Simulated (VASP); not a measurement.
# Ge (Cmmm) in VASP: further runs

Runs on Ge. Level: PBE. Tasks: single point.

Everything below comes from runs of VASP 6.6.1. Logs are shortened: lines on timing, memory, paths and dates and some standing lists are left out, and cuts for length are marked.

## 1. The structure

Symmetry: Cmmm, No. 65, orthorhombic system. Conventional cell: a = 2.794 Å, b = 5.201 Å, c = 2.698 Å, α = 90.00°, β = 90.00°, γ = 90.00°. Around Ge (site symmetry mmm) lie 8 Ge at 2.70 to 2.95 Å.

This isn't the form of Ge at room conditions, which is diamond.

## 2. Single point, PBE

Contents of INCAR:

```
PREC = Accurate ; ENCUT = 450
EDIFF = 1E-7 ; ISMEAR = 0
SIGMA = 0.5 ; LREAL = F
LASPH = T ; NELM = 100
ALGO = Normal ; ISIF = 2
LWAVE = F ; LCHARG = F
GGA = PE ; NBANDS = 13
ADDGRID = F
```

Contents of KPOINTS:

```
Automatic mesh
0
Gamma
  5 5 5
```

Contents of POSCAR:

```
Ge
1.0
    1.3971490000     -2.6005160000      0.0000000000
    1.3971490000      2.6005160000      0.0000000000
    0.0000000000      0.0000000000      2.6982310000
Ge
1
Direct
    0.5000000000      0.5000000000      0.0000000000
```

Potentials or basis: VASP PAW PBE potentials, release 64 (Ge_d).

Launch:

```sh
$ cat potpaw_PBE.64/Ge_d/POTCAR > POTCAR
$ mpirun -np 1 vasp_std > vasp.out
```

OUTCAR:

```text
PREC = Accurate
   ENCUT = 450
   EDIFF = 1E-7
   ISMEAR = 0
   LREAL = F
   LASPH = T
   NELM = 100
   ISIF = 2
   GGA = PE

 Found     27 irreducible k-points:

 Following reciprocal coordinates:
            Coordinates               Weight
  0.000000  0.000000  0.000000      1.000000
  0.200000 -0.000000  0.000000      4.000000
  0.400000  0.000000  0.000000      4.000000
  0.200000  0.200000  0.000000      2.000000
  0.400000  0.200000  0.000000      4.000000
 -0.400000  0.200000  0.000000      4.000000
   k-points           NKPTS =     27   k-points in BZ     NKDIM =     27   number of bands    NBANDS=     13
   number of dos      NEDOS =    301   number of ions     NIONS =      1
   total plane-waves  NPLWV =   8000
   dimension x,y,z NGX =    20 NGY =   20 NGZ =   20
   dimension x,y,z NGXF=    40 NGYF=   40 NGZF=   40
   ions per type =               1
   NGX,Y,Z   is equivalent  to a cutoff of  11.26, 11.26, 12.32 a.u.
   NGXF,Y,Z  is equivalent  to a cutoff of  22.53, 22.53, 24.65 a.u.
 SYSTEM =  unknown system
   PREC   = accura    normal or accurate (medium, high low for compatibility)
   ISTART =      0    job   : 0-new  1-cont  2-samecut
   ICHARG =      2    charge: 1-file 2-atom 10-const
   ISPIN  =      1    spin polarized calculation?
   LNONCOLLINEAR =      F non collinear calculations
   LSORBIT =      F    spin-orbit coupling
   LASPH  =      T    aspherical Exc in radial PAW
   ENCUT  =  450.0 eV  33.07 Ry    5.75 a.u.   5.11  5.11  4.67*2*pi/ulx,y,z
   NELM   =    100;   NELMIN=  2; NELMDL= -5     # of ELM steps
   EDIFF  = 0.1E-06   stopping-criterion for ELM
   LREAL  =      F    real-space projection
   EDIFFG = 0.1E-05   stopping-criterion for IOM
   NSW    =      0    number of steps for IOM
   IBRION =     -1    ionic relax: 0-MD 1-quasi-New 2-CG
   NFREE  =      0    steps in history (QN), initial steepest desc. (CG)
   ISIF   =      2    stress and relaxation
   ISYM   =      2    0-nonsym 1-usesym 2-fastsym
   POTIM  = 0.5000    time-step for ionic-motion
   TEBEG  =    0.0;   TEEND  =   0.0 temperature during run
   PSTRESS=    0.0 pullay stress
   NELECT =      14.0000    total number of electrons
   NUPDOWN=      -1.0000    fix difference up-down
   EMIN   =  10.00;   EMAX   =-10.00  energy-range for DOS
   EFERMI =   0.00;   METHOD = LEGACY
   ISMEAR =     0;   SIGMA  =   0.50  broadening in eV -4-tet -1-fermi 0-gaus
   EFERMI_NEDOS =   21; number of points for ismear=-14 and -15
   IALGO  =     38    algorithm
   IMIX   =      4    mixing-type and parameters
     AMIX     =   0.40;   BMIX     =  1.00
     AMIX_MAG =   1.60;   BMIX_MAG =  1.00
  volume/ion in A,a.u.               =      19.61       132.31
  Fermi-wavevector in a.u.,A,eV,Ry     =   1.463234  2.765111 29.130796  2.141053
  Thomas-Fermi vector in A             =   2.579353
   LORBIT       =      0    0 simple, 1 ext, 2 COOP (PROOUT), +10 PAW based schemes
   GGA     = PE    functional components
   LHFCALC =     F    Hartree Fock is set to
   AEXX    =    0.0000 exact exchange contribution
   IVDW    =     0    specifies the selected vdW correction
   LEPSILON=     F    determine dielectric tensor
   LRPA    =     F    only Hartree local field effects (RPA)
 non-spin polarized calculation
 Gauss-broadening in eV      SIGMA  =   0.50
  energy-cutoff  :      450.00
  volume of cell :       19.61
 maximum number of plane-waves:       433
   NGX = 11   NGY = 11   NGZ =  9

 number of electron      14.0000004 magnetization

 Free energy of the ion-electron system (eV)
  ---------------------------------------------------
  ext. energy  EPLUGINS =         0.00000000
  ---------------------------------------------------
  free energy    TOTEN  =        -4.28145540 eV

  energy without entropy =       -4.20725682  energy(sigma->0) =       -4.24435611

 E-fermi :   6.1434     XC(G=0): -11.0351

 val. band max:        6.1295325416   @ k =   0.4000   0.2000   0.2000
 cond. band min:       6.3313074558   @ k =   0.4000   0.4000   0.0000
 fundamental gap:      0.2017749142
 Fermi energy:         6.1433774962

 k-point     1 :       0.0000    0.0000    0.0000
  band No.  band energies     occupation
      1     -18.5025      2.00000
      2     -18.4337      2.00000
      3     -18.3835      2.00000
      4     -18.2841      2.00000
      5     -18.2711      2.00000
      6      -6.6410      2.00000
      7      12.8830      0.00000
      8      13.3611      0.00000
      9      14.8656      0.00000
     10      16.3764      0.00000
     11      18.7158      0.00000
     12      21.0871      0.00000
     13      21.2336      0.00000

 k-point     2 :       0.2000   -0.0000    0.0000
  band No.  band energies     occupation
      1     -18.4799      2.00000
      2     -18.4085      2.00000
      3     -18.3732      2.00000
      4     -18.2932      2.00000
      5     -18.2846      2.00000
      6      -5.6715      2.00000
      7       9.0614      0.00000
      8      11.6541      0.00000
      9      13.8068      0.00000
     10      15.9818      0.00000
     11      18.0799      0.00000
     12      22.4557      0.00000
     13      25.5890      0.00000

 k-point     3 :       0.4000    0.0000    0.0000
  band No.  band energies     occupation
      1     -18.4713      2.00000
      2     -18.3970      2.00000
      3     -18.3215      2.00000
      4     -18.3010      2.00000
      5     -18.2927      2.00000
      6      -2.8653      2.00000
      7       2.6867      2.00000
      8       9.9017      0.00000
      9      13.9439      0.00000
     10      16.0930      0.00000
     11      20.7290      0.00000
     12      24.1362      0.00000
     13      25.0121      0.00000

 k-point     4 :       0.2000    0.2000    0.0000
  band No.  band energies     occupation
      1     -18.4541      2.00000
      2     -18.4102      2.00000
      3     -18.3183      2.00000
      4     -18.3154      2.00000
      5     -18.2936      2.00000
      6      -3.6521      2.00000
      7       4.9925      1.99887
      8       7.6121      0.00003
      9      15.5584      0.00000
     10      18.8559      0.00000
     11      19.4941      0.00000
     12      21.3665      0.00000
     13      25.9837      0.00000

 k-point     5 :       0.4000    0.2000    0.0000
  band No.  band energies     occupation
      1     -18.4458      2.00000
      2     -18.3889      2.00000
      3     -18.3207      2.00000
      4     -18.3142      2.00000
      5     -18.3019      2.00000
      6      -1.1562      2.00000
      7       1.6968      2.00000
      8       5.3884      1.96727
      9      17.0712      0.00000
     10      19.3010      0.00000
     11      22.9804      0.00000
     12      23.5705      0.00000
     13      23.6783      0.00000

 k-point     6 :      -0.4000    0.2000    0.0000
  band No.  band energies     occupation
      1     -18.4598      2.00000
      2     -18.4117      2.00000
      3     -18.3339      2.00000
      4     -18.3101      2.00000
      5     -18.2894      2.00000
      6      -4.0032      2.00000
      7       5.1664      1.99428
      8       7.4536      0.00021
      9      15.2347      0.00000
     10      19.3483      0.00000
     11      20.6898      0.00000
     12      23.4666      0.00000
     13      26.1436      0.00000

 [... further k-points ...]

------------------------ aborting loop because EDIFF is reached ----------------------------------------

  FORCE on cell =-STRESS in cart. coord.  units (eV):
  Direction    XX          YY          ZZ          XY          YZ          ZX
  --------------------------------------------------------------------------------------
  -------------------------------------------------------------------------------------
  Total       -0.2388055      0.7657436     -0.2003333     -0.0000000      0.0000000      0.0000000
  in kB      -19.5138778     62.5723651    -16.3701399     -0.0000000      0.0000000      0.0000000
  external PRESSURE =       8.8961158 kB  Pullay stress =       0.0000000 kB

 VOLUME and BASIS-vectors are now :
 -----------------------------------------------------------------------------
  energy-cutoff  :      450.00
  volume of cell :       19.61
      direct lattice vectors                 reciprocal lattice vectors
     1.397149000 -2.600516000  0.000000000     0.357871637 -0.192269534  0.000000000
     1.397149000  2.600516000  0.000000000     0.357871637  0.192269534  0.000000000
     0.000000000  0.000000000  2.698231000     0.000000000  0.000000000  0.370613191

 POSITION                                       TOTAL-FORCE (eV/Angst)
 -----------------------------------------------------------------------------------
      1.39715      0.00000      0.00000         0.000000      0.000000      0.000000
 -----------------------------------------------------------------------------------
    total drift:                               -0.000000      0.000000     -0.000000

  FREE ENERGIE OF THE ION-ELECTRON SYSTEM (eV)
  ---------------------------------------------------
  free  energy   TOTEN  =        -4.2814554033 eV

  energy  without entropy=       -4.2072568203  energy(sigma->0) =       -4.24435611
```

Run time: 2.6 s. Hardware: 1 thread of Intel Xeon 6975P-C (Granite Rapids), shared host; peak memory 0.12 GiB.

These settings aren't checked as converged: the numbers below hold their error.

Results:

* Free energy: -4.2815 eV
* Pressure: 0.9 GPa
* Band gap on the k mesh: none (metal or under the smearing width)

Caveat: the k mesh is coarse (spacing up to 0.51 Å⁻¹), so the values aren't converged.

## 3. Single point, PBE

This run uses another cell than the first one, of the same volume but with other edges.

INCAR is that of step 2.

KPOINTS is that of step 2.

Contents of POSCAR:

```
Ge
1.0
    1.4161900000     -2.6475770000      0.0134350000
    1.3961930000      2.6368340000      0.0183540000
    0.0306960000      0.0025520000      2.6389690000
Ge
1
Direct
    0.4852650000      0.4800630000      0.0156560000
```

Potentials or basis: VASP PAW PBE potentials, release 64 (Ge_d).

Launch:

```sh
$ cat potpaw_PBE.64/Ge_d/POTCAR > POTCAR
$ mpirun -np 1 vasp_std > vasp.out
```

It took 4 s on 1 thread of Intel Xeon 6975P-C (Granite Rapids), shared host; peak memory 0.13 GiB.

These settings aren't checked as converged: the numbers below hold their error.

Results:

```
Free energy            : -4.2849 eV
Pressure               : 0.4 GPa
Band gap on the k mesh : none (metal or under the smearing width)
```

Caveat: the k mesh is coarse (spacing up to 0.51 Å⁻¹), so the values aren't converged.

## 4. For comparison

An earlier run on the cell as given: functional PBE; potentials or basis VASP PAW PBE potentials, release 64 (Ge_d); cutoff 520 eV; k mesh 11 × 11 × 10; occupations fermi-dirac, width 0.05 eV; no spin polarisation.

- Pressure: -0.6 GPa
- Band gap on the k mesh: none (metal or under the smearing width)
